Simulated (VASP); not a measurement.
Runs of VASP 6.6.1 on TaC. It takes space group Fm-3m (No. 225, cubic). The conventional cell has a = 4.443 Å, b = 4.443 Å, c = 4.443 Å, α = 90.00°, β = 90.00°, γ = 90.00°. Ta (site symmetry m-3m) has 6 C at 2.22 Å as nearest neighbours. C (site symmetry m-3m) has 6 Ta at 2.22 Å as nearest neighbours. The cell is a database's computed one.

| level | potentials or basis | k mesh | cutoff (eV) | smearing | gap on the mesh (eV) | pressure (GPa) |
| --- | --- | --- | --- | --- | --- | --- |
| PBEsol | VASP PAW PBE potentials, release 64 (Ta_pv, C) | 24 × 24 × 24 | 520 | gaussian 0.1 eV | none | (a) |
| r2SCAN | VASP PAW PBE potentials, release 64 (Ta_pv, C) | 16 × 16 × 16 | 520 | gaussian 0.1 eV | none | 5.9 |
| PBEsol | VASP PAW PBE potentials, release 64 (Ta_pv, C) | 16 × 16 × 16 | 520 | gaussian 0.5 eV | none | 0.5 |
| PBEsol | VASP PAW PBE potentials, release 64 (Ta_pv, C) | 16 × 16 × 16 | 700 | gaussian 0.1 eV | none | 0.0 |
| PBEsol | VASP PAW PBE potentials, release 64 (Ta_pv, C_h) | 16 × 16 × 16 | 900 | gaussian 0.1 eV | none | 0.0 |

Alike in all rows: task single point; no spin polarisation; cell as given.

Task: Fill in the values left out.

Result: (a) 0.2.

Caveats: the PAW data sets were made with another functional, which shifts forces and pressure a little; the cutoff is under 1.25 times the usual one of these potentials, so pressure, stress and relaxed cells hold a basis-set (Pulay) error (some runs).

A k mesh can miss the band edges, and the runs leave out spin-orbit coupling on Ta.

A gap of «none» marks a metal or a gap under the smearing width.
